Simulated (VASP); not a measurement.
# Si3C (P6/mmm) in VASP: reference runs

How does Si3C come out in PBE? The cell is run as given and disturbed, then over a range of volumes.

All numbers are computed with VASP 6.6.1; they aren't measurements. Logs are shortened: lines on timing, memory, paths and dates and some standing lists are left out, and cuts for length are marked.

### 1 The structure

Symmetry: P6/mmm, No. 191, hexagonal system. Conventional cell: a = 4.915 Å, b = 4.915 Å, c = 2.433 Å, α = 90.00°, β = 90.00°, γ = 120.00°. Si (site symmetry mmm) has 6 Si at 2.43 to 2.46 Å and 2 C at 2.46 Å as nearest neighbours. C (site symmetry 6/mmm) is surrounded by 2 C at 2.43 Å and 6 Si at 2.46 Å.

The cell was built by a generator and needn't be a form met in nature.

### 2 Single point, PBE

The input, INCAR:

```
PREC = Accurate ; ENCUT = 520
EDIFF = 1E-7 ; ISMEAR = -1
SIGMA = 0.05 ; LREAL = False
LASPH = True ; NELM = 100
ALGO = Normal ; ISIF = 2
LWAVE = False ; LCHARG = True
GGA = PE ; LELF = True
LVHAR = True ; NBANDS = 16
```

The input, KPOINTS:

```
regular mesh
0
Gamma
  6 6 11
```

The input, POSCAR:

```
Si3C
1.0
    4.9148000000      0.0000000000      0.0000000000
   -2.4574000000      4.2563400000      0.0000000000
    0.0000000000      0.0000000000      2.4331100000
Si C
3 1
Direct
    0.5000000000      0.0000000000      0.5000000000
    0.0000000000      0.5000000000      0.5000000000
    0.5000000000      0.5000000000      0.5000000000
    0.0000000000      0.0000000000      0.5000000000
```

Potentials or basis: VASP PAW PBE potentials, release 64 (Si, C).

Run with:

```console
> cat potpaw_PBE.64/Si/POTCAR potpaw_PBE.64/C/POTCAR > POTCAR
> mpirun -np 1 vasp_std > vasp.out
```

OUTCAR:

```text
PREC = Accurate
   ENCUT = 520
   EDIFF = 1E-7
   ISMEAR = -1
   LREAL = False
   LASPH = True
   NELM = 100
   ISIF = 2
   GGA = PE

 ion  position               nearest neighbor table
   1  0.500  0.000  0.500-   2 2.46   3 2.46   3 2.46   2 2.46   4 2.46   4 2.46
   2  0.000  0.500  0.500-   1 2.46   4 2.46   4 2.46   1 2.46   3 2.46   3 2.46
   3  0.500  0.500  0.500-   1 2.46   4 2.46   1 2.46   4 2.46   2 2.46   2 2.46
   4  0.000  0.000  0.500-   2 2.46   3 2.46   2 2.46   3 2.46   1 2.46   1 2.46

  LATTYP: Found a hexagonal cell.
 ALAT       =     4.9148000000
 C/A-ratio  =     0.4950577847

  Lattice vectors:

 A1 = (   4.9148000000,   0.0000000000,   0.0000000000)
 A2 = (  -2.4574000000,   4.2563400000,   0.0000000000)
 A3 = (   0.0000000000,   0.0000000000,   2.4331100000)

Analysis of symmetry for initial positions (statically):
=====================================================================
 Subroutine PRICEL returns:
 Original cell was already a primitive cell.

 Routine SETGRP: Setting up the symmetry group for a
 hexagonal supercell.

 Subroutine GETGRP returns: Found 24 space group operations
 (whereof 24 operations were pure point group operations)
 out of a pool of 24 trial point group operations.

The static configuration has the point symmetry D_6h.

Analysis of symmetry for dynamics (positions and initial velocities):
=====================================================================
 Subroutine PRICEL returns:
 Original cell was already a primitive cell.

 Routine SETGRP: Setting up the symmetry group for a
 hexagonal supercell.

 Subroutine GETGRP returns: Found 24 space group operations
 (whereof 24 operations were pure point group operations)
 out of a pool of 24 trial point group operations.

The dynamic configuration has the point symmetry D_6h.

 Subroutine INISYM returns: Found 24 space group operations
 (whereof 24 operations are pure point group operations),
 and found     1 'primitive' translations

----------------------------------------------------------------------------------------

                                     Primitive cell

  volume of cell :      50.8984

  direct lattice vectors                    reciprocal lattice vectors
     4.914800000  0.000000000  0.000000000     0.203467079  0.117471819  0.000000000
[... 84 lines left out ...]
   ISPIN  =      1    spin polarized calculation?
   LNONCOLLINEAR =      F non collinear calculations
   LSORBIT =      F    spin-orbit coupling
   LASPH  =      T    aspherical Exc in radial PAW
   ENCUT  =  520.0 eV  38.22 Ry    6.18 a.u.   9.14  9.14  4.52*2*pi/ulx,y,z
   NELM   =    100;   NELMIN=  2; NELMDL= -5     # of ELM steps
   EDIFF  = 0.1E-06   stopping-criterion for ELM
   LREAL  =      F    real-space projection
   EDIFFG = 0.1E-05   stopping-criterion for IOM
   NSW    =      0    number of steps for IOM
   IBRION =     -1    ionic relax: 0-MD 1-quasi-New 2-CG
   NFREE  =      0    steps in history (QN), initial steepest desc. (CG)
   ISIF   =      2    stress and relaxation
   ISYM   =      2    0-nonsym 1-usesym 2-fastsym
   POTIM  = 0.5000    time-step for ionic-motion
   TEBEG  =    0.0;   TEEND  =   0.0 temperature during run
   PSTRESS=    0.0 pullay stress
   NELECT =      16.0000    total number of electrons
   NUPDOWN=      -1.0000    fix difference up-down
   EMIN   =  10.00;   EMAX   =-10.00  energy-range for DOS
   EFERMI =   0.00;   METHOD = LEGACY
   ISMEAR =    -1;   SIGMA  =   0.05  broadening in eV -4-tet -1-fermi 0-gaus
   EFERMI_NEDOS =   21; number of points for ismear=-14 and -15
   IALGO  =     38    algorithm
   IMIX   =      4    mixing-type and parameters
     AMIX     =   0.40;   BMIX     =  1.00
     AMIX_MAG =   1.60;   BMIX_MAG =  1.00
  volume/ion in A,a.u.               =      12.72        85.87
  Fermi-wavevector in a.u.,A,eV,Ry     =   1.113132  2.103515 16.858488  1.239064
  Thomas-Fermi vector in A             =   2.249714
   LORBIT       =      0    0 simple, 1 ext, 2 COOP (PROOUT), +10 PAW based schemes
   GGA     = PE    functional components
   LHFCALC =     F    Hartree Fock is set to
   AEXX    =    0.0000 exact exchange contribution
   IVDW    =     0    specifies the selected vdW correction
   LEPSILON=     F    determine dielectric tensor
   LRPA    =     F    only Hartree local field effects (RPA)
 non-spin polarized calculation
  energy-cutoff  :      520.00
  volume of cell :       50.90
 maximum number of plane-waves:      1390
 NGX is ok and might be reduce to    40
   NGX = 19   NGY = 19   NGZ =  9

 number of electron      16.0000001 magnetization

 Free energy of the ion-electron system (eV)
  ---------------------------------------------------
  ext. energy  EPLUGINS =         0.00000000
  ---------------------------------------------------
  free energy    TOTEN  =       -20.66108159 eV

  energy without entropy =      -20.65160247  energy(sigma->0) =      -20.65634203

 E-fermi :   9.2376     XC(G=0): -11.2922

 val. band max:        9.1433016670   @ k =   0.3333   0.1667   0.2727
 cond. band min:       9.2738588544   @ k =   0.3333   0.1667   0.0000
 fundamental gap:      0.1305571874
 Fermi energy:         9.2376054563

 k-point     1 :       0.0000    0.0000    0.0000
  band No.  band energies     occupation
      1      -5.6260      2.00000
      2       0.3447      2.00000
      3       1.7224      2.00000
      4       2.2353      2.00000
      5       2.2353      2.00000
      6       2.6895      2.00000
[... 433 lines left out ...]
      3       1.3164      2.00000
      4       2.4136      2.00000
      5       6.0410      2.00000
      6       7.0516      2.00000
[... 8 lines left out ...]
     15      16.3134      0.00000
     16      17.4489      0.00000

 [... further k-points ...]
[... 5 lines left out ...]
  --------------------------------------------------------------------------------------
  -------------------------------------------------------------------------------------
  Total       -0.1183423     -0.1183422     -0.0680955      0.0000000      0.0000000      0.0000000
  in kB       -3.7251761     -3.7251732     -2.1435081      0.0000000      0.0000000      0.0000000
  external PRESSURE =      -3.1979524 kB  Pullay stress =       0.0000000 kB

 VOLUME and BASIS-vectors are now :
 -----------------------------------------------------------------------------
  energy-cutoff  :      520.00
  volume of cell :       50.90
      direct lattice vectors                 reciprocal lattice vectors
     4.914800000  0.000000000  0.000000000     0.203467079  0.117471819  0.000000000
    -2.457400000  4.256340000  0.000000000     0.000000000  0.234943637  0.000000000
     0.000000000  0.000000000  2.433110000     0.000000000  0.000000000  0.410996626

 POSITION                                       TOTAL-FORCE (eV/Angst)
 -----------------------------------------------------------------------------------
      2.45740      0.00000      1.21656         0.000000      0.000000      0.000000
     -1.22870      2.12817      1.21656        -0.000000      0.000000      0.000000
      1.22870      2.12817      1.21656        -0.000000      0.000000      0.000000
      0.00000      0.00000      1.21656        -0.000000      0.000000      0.000000
 -----------------------------------------------------------------------------------
    total drift:                               -0.000000      0.000000     -0.000000

  FREE ENERGIE OF THE ION-ELECTRON SYSTEM (eV)
  ---------------------------------------------------
  free  energy   TOTEN  =       -20.6610815941 eV

  energy  without entropy=      -20.6516024722  energy(sigma->0) =      -20.65634203
```

OSZICAR:

```text
N       E                     dE             d eps       ncg     rms          rms(c)
DAV:   1     0.216762522219E+02    0.21676E+02   -0.65063E+03  1344   0.859E+02
DAV:   2    -0.192803254949E+02   -0.40957E+02   -0.36697E+02  1864   0.128E+02
DAV:   3    -0.207835160257E+02   -0.15032E+01   -0.14922E+01  1776   0.219E+01
DAV:   4    -0.207934673159E+02   -0.99513E-02   -0.99495E-02  1608   0.226E+00
DAV:   5    -0.207935511318E+02   -0.83816E-04   -0.83811E-04  1784   0.191E-01    0.614E+00
DAV:   6    -0.206916426973E+02    0.10191E+00   -0.31963E-01  1784   0.329E+00    0.367E+00
DAV:   7    -0.206681430470E+02    0.23500E-01   -0.95448E-02  1752   0.197E+00    0.184E+00
DAV:   8    -0.206610775090E+02    0.70655E-02   -0.22886E-02  1608   0.925E-01    0.289E-01
DAV:   9    -0.206610478542E+02    0.29655E-04   -0.19563E-03  1704   0.279E-01    0.161E-01
DAV:  10    -0.206610884426E+02   -0.40588E-04   -0.30755E-04  1608   0.106E-01    0.315E-02
DAV:  11    -0.206610823870E+02    0.60556E-05   -0.15551E-05  1728   0.239E-02    0.955E-03
DAV:  12    -0.206610815613E+02    0.82567E-06   -0.11524E-06  1632   0.631E-03    0.236E-03
DAV:  13    -0.206610815941E+02   -0.32784E-07   -0.59628E-08  1000   0.147E-03
   1 F= -.20661082E+02 E0= -.20656342E+02  d E =-.947912E-02
```

stdout:

```text
POSCAR found type information on POSCAR SiC
 POSCAR found :  2 types and       4 ions
 scaLAPACK will be used
 LDA part: xc-table for (Slater+PW92), standard interpolation
 POSCAR, INCAR and KPOINTS ok, starting setup
 FFT: planning ... GRIDC
 FFT: planning ... GRID_SOFT
 FFT: planning ... GRID
 WAVECAR not read
 entering main loop
```

Run time: 29 s. Hardware: 1 thread of AMD EPYC 9R14 (Zen 4), shared host; peak memory 0.15 GiB.

Results:

* Free energy: -20.6611 eV
* Pressure: -0.3 GPa
* Band gap on the k mesh: none (metal or under the smearing width)

Levels at points of the mesh, in eV from the Fermi level:
```
           k point  band 4  band 5  band 6  band 7  band 8  band 9  band 10  band 11  band 12  band 13
(0.00, 0.00, 0.00)   -7.00   -7.00   -6.55   -6.55    4.05    4.05     4.18     6.69     7.70     8.56
(0.50, 0.00, 0.00)   -8.68   -2.74   -2.04   -1.87   -0.63    1.07     2.18     4.30     5.62     8.22
```

### 3 Single point, PBE (atoms moved at random, drawn with an rms of 0.05 Å)

The input, INCAR:

```
PREC = Accurate
ENCUT = 520
EDIFF = 1E-7
ISMEAR = -1
SIGMA = 0.05
LREAL = False
LASPH = True
NELM = 80
ALGO = Normal
ISIF = 2
LWAVE = False
LCHARG = False
GGA = PE
NBANDS = 16
```

The input, KPOINTS:

```
Automatic mesh
0
Gamma
  6 6 11
```

The input, POSCAR:

```
Si3C
1.0
    4.9148000000      0.0000000000      0.0000000000
   -2.4574000000      4.2563400000      0.0000000000
    0.0000000000      0.0000000000      2.4331100000
Si C
3 1
Direct
    0.5068760000     -0.0041970000      0.5164110000
    0.0093830000      0.5161520000      0.5130190000
    0.5082170000      0.5085930000      0.4998840000
   -0.0058230000      0.0046120000      0.4858250000
```

Potentials or basis: VASP PAW PBE potentials, release 64 (Si, C).

Run with:

```console
> cat potpaw_PBE.64/Si/POTCAR potpaw_PBE.64/C/POTCAR > POTCAR
> mpirun -np 1 vasp_std > vasp.out
```

Run time: 2 min. Hardware: 1 thread of AMD EPYC 9R14 (Zen 4), shared host; peak memory 0.24 GiB.

It converged, with:

- Free energy: -20.6397 eV
- Pressure: 0.1 GPa
- Largest force: 0.893 eV/Å
- Band gap on the k mesh: none (metal or under the smearing width)

Forces in eV/Å, atoms in the order of the input:
```
Si   0.266  0.848 -0.085
Si  -0.308 -0.292 -0.078
Si   0.254 -0.435 -0.041
C   -0.211 -0.121  0.203
```

Stress tensor (GPa, compression positive):
```
 0.16 -0.07  0.09
-0.07  0.25  0.12
 0.09  0.12 -0.13
```

Levels at points of the mesh, in eV from the Fermi level:
| k point | band 6 | band 7 | band 8 | band 9 | band 10 | band 11 |
| --- | --- | --- | --- | --- | --- | --- |
| (0.00, 0.00, 0.00) | -6.53 | -6.41 | 4.03 | 4.05 | 4.16 | 6.68 |
| (0.50, 0.00, 0.00) | -2.09 | -1.87 | -0.61 | 1.08 | 2.21 | 4.28 |
| (0.00, 0.50, 0.00) | -2.03 | -1.89 | -0.63 | 1.07 | 2.21 | 4.28 |
| (0.50, 0.50, 0.00) | -2.05 | -1.88 | -0.66 | 1.11 | 2.21 | 4.28 |

### 4 Equation of state, PBE, 11.96 Å³/atom (volume scaled by 0.94)

The input, INCAR:

```
ALGO = Normal
EDIFF = 1E-7
ENCUT = 520
GGA = PE
ISIF = 2
ISMEAR = -1
LASPH = T
LCHARG = F
LREAL = F
LWAVE = F
NBANDS = 16
NELM = 80
PREC = Accurate
SIGMA = 0.05
```

The input, KPOINTS:

```
k-points
0
Gamma
  6 6 11
```

The input, POSCAR:

```
Si3C
1.0
    4.8144698071      0.0000000000      0.0000000000
   -2.4072349036      4.1694515380      0.0000000000
    0.0000000000      0.0000000000      2.3834407570
Si C
3 1
Direct
    0.5000000000      0.0000000000      0.5000000000
    0.0000000000      0.5000000000      0.5000000000
    0.5000000000      0.5000000000      0.5000000000
    0.0000000000      0.0000000000      0.5000000000
```

Run with:

```console
> cat potpaw_PBE.64/Si/POTCAR potpaw_PBE.64/C/POTCAR > POTCAR
> mpirun -np 1 vasp_std > vasp.out
```

Run time: 24 s. Hardware: 1 thread of AMD EPYC 9R14 (Zen 4), shared host; peak memory 0.14 GiB.

The run converged. Its results:

```yaml
Free_energy: -20.5877 eV
Pressure: 8.5 GPa
Band_gap_on_the_k_mesh: none (metal or under the smearing width)
```

### 5 Equation of state, PBE, 12.22 Å³/atom (volume scaled by 0.96)

The input, INCAR:

```
SYSTEM = Si3C
PREC     = Accurate       ! precision mode
ENCUT    = 520            ! plane-wave cutoff, eV
EDIFF    = 1E-7           ! SCF threshold, eV
ISMEAR   = -1             ! smearing method
SIGMA    = 0.05           ! smearing width, eV
LREAL    = .False.        ! projectors in reciprocal space
LASPH    = .True.         ! aspherical terms in the spheres
NELM     = 100            ! most SCF steps
ALGO     = Normal         ! electronic algorithm
ISIF     = 2              ! what is computed and relaxed
LWAVE    = .False.        ! write WAVECAR
LCHARG   = .False.        ! write CHGCAR
GGA      = PE             ! functional
NBANDS   = 16             ! bands
```

The input, KPOINTS:

```
regular mesh
0
Gamma
  6 6 11
  0 0 0
```

The input, POSCAR:

```
Si3C
1.0
    4.8483756412      0.0000000000      0.0000000000
   -2.4241878206      4.1988148402      0.0000000000
    0.0000000000      0.0000000000      2.4002261041
Si C
3 1
Direct
    0.5000000000      0.0000000000      0.5000000000
    0.0000000000      0.5000000000      0.5000000000
    0.5000000000      0.5000000000      0.5000000000
    0.0000000000      0.0000000000      0.5000000000
```

Run with:

```console
> cat potpaw_PBE.64/Si/POTCAR potpaw_PBE.64/C/POTCAR > POTCAR
> mpirun -np 1 vasp_std > vasp.out
```

Wall time 24 s (1 thread of AMD EPYC 9R14 (Zen 4), shared host); peak memory 0.14 GiB.

It converged, with:

```yaml
Free_energy: -20.6310 eV
Pressure: 5.2 GPa
Band_gap_on_the_k_mesh: none (metal or under the smearing width)
```

### 6 Equation of state, PBE, 12.47 Å³/atom (volume scaled by 0.98)

The input, INCAR:

```
  PREC = Accurate
  ENCUT = 520
  EDIFF = 1E-7
  ISMEAR = -1
  SIGMA = 0.05
  LREAL = False
  LASPH = True
  NELM = 100
  ALGO = Normal
  ISIF = 2
  LWAVE = False
  LCHARG = False
  GGA = PE
  NBANDS = 16
```

The input, KPOINTS:

```
regular mesh
0
Gamma
  6 6 11
```

The input, POSCAR:

```
Si3C
1.0
    4.8818137712      0.0000000000      0.0000000000
   -2.4409068856      4.2277730990      0.0000000000
    0.0000000000      0.0000000000      2.4167799106
Si C
3 1
Direct
    0.5000000000      0.0000000000      0.5000000000
    0.0000000000      0.5000000000      0.5000000000
    0.5000000000      0.5000000000      0.5000000000
    0.0000000000      0.0000000000      0.5000000000
```

Potentials or basis: VASP PAW PBE potentials, release 64 (Si, C).

Run with:

```console
> cat potpaw_PBE.64/Si/POTCAR potpaw_PBE.64/C/POTCAR > POTCAR
> mpirun -np 1 vasp_std > vasp.out
```

It took 23 s on 1 thread of AMD EPYC 9R14 (Zen 4), shared host; peak memory 0.14 GiB.

Results (log left out):

```yaml
Free_energy: -20.6548 eV
Pressure: 2.3 GPa
Band_gap_on_the_k_mesh: none (metal or under the smearing width)
```

[end of part 1 of 2]
